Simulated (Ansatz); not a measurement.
The system is I.

```xyz
1
Lattice="0.0000 2.3656 3.9098 2.1922 0.0000 3.9098 2.1922 2.3656 0.0000" Properties=species:S:1:pos:R:3 pbc="T T T"
I     0.0000    0.0000    0.0000
```

```yaml
Program: Ansatz 0.2.0
Task: relaxation of cell and atoms
Functional: RPBE
Dispersion: D4
Potentials_or_basis: Ansatz PAW
Cutoff: "420 eV (not typed: the program's choice for these potentials)"
k_mesh: 9 × 9 × 9
Occupations: fermi-dirac, width 0.05 eV
Spin: no spin polarisation
```

At the start: volume 40.55 Å³/atom.

Problem. How do energy, volume and symmetry change on relaxing?

Solution. It ends after 9 steps and the volume is 35.19 Å³/atom (-13.2 %); space group I4/mmm (No. 139, to 0.05 Å).

Step by step:
```tsv
step	energy change (eV)	largest force (eV/Å)	volume (Å³)
1	0.0000	0.0000	40.55
2	-0.0145	0.0000	38.57
3	-0.0277	0.0000	36.31
4	-0.0290	0.0000	34.59
5	-0.0310	0.0000	34.97
6	-0.0313	0.0000	35.23
7	-0.0314	0.0000	35.23
8	-0.0314	0.0000	35.19
9	-0.0310	0.0000	35.19
```

Final structure:
```cif
data_structure
_symmetry_space_group_name_H-M 'P 1'
_symmetry_Int_Tables_number 1
_cell_length_a 4.1330
_cell_length_b 4.1319
_cell_length_c 3.1874
_cell_angle_alpha 67.334
_cell_angle_beta 67.297
_cell_angle_gamma 45.369
_cell_volume 35.19
loop_
_atom_site_label
_atom_site_type_symbol
_atom_site_fract_x
_atom_site_fract_y
_atom_site_fract_z
_atom_site_occupancy
I1 I 0.00000 0.00000 0.00000 1
```

Caveat: the plane-wave basis is chosen anew once the cell has moved, so the energies of steps on either side of that aren't comparable; the PAW data sets come from PBE, with cores solved anew for the run's functional, which leaves a small shift of forces and pressure.
